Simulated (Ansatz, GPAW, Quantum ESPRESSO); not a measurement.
AlPt: programs and potentials compared

```
Pt Al
1.0
     3.09155    0.00000    0.00000
     0.00000    3.09155    0.00000
     0.00000    0.00000    3.09155
Pt Al
1 1
Direct
  0.50000 0.50000 0.50000
  0.00000 0.00000 0.00000
```

Measurements of this composition are mostly on another form, of space group No. 198.

Alike in all runs: task equation of state; functional PBEsol; k mesh 9 × 9 × 9; occupations fermi-dirac, width 0.05 eV; no spin polarisation; no spin-orbit coupling.

| program and potentials | plane-wave cutoff (eV) | notes | equilibrium volume (Å³/atom) | bulk modulus (GPa) |
| --- | --- | --- | --- | --- |
| GPAW, PAW data sets generated for this functional | 600 | - | 14.37 | 200.8 |
| Ansatz, all-electron LAPW, scalar-relativistic | - | - | ? | ? |
| Quantum ESPRESSO, GBRV 1.5 PBEsol | 612 | - | 14.31 | 203.1 |

Task: Estimate from the other rows what the run with Ansatz, all-electron LAPW, scalar-relativistic gave.

Result: Equilibrium volume 14.33 Å³/atom; bulk modulus 201.8 GPa. The other rows, which needn't bracket it: equilibrium volume 14.31 to 14.37; bulk modulus 200.8 to 203.1.
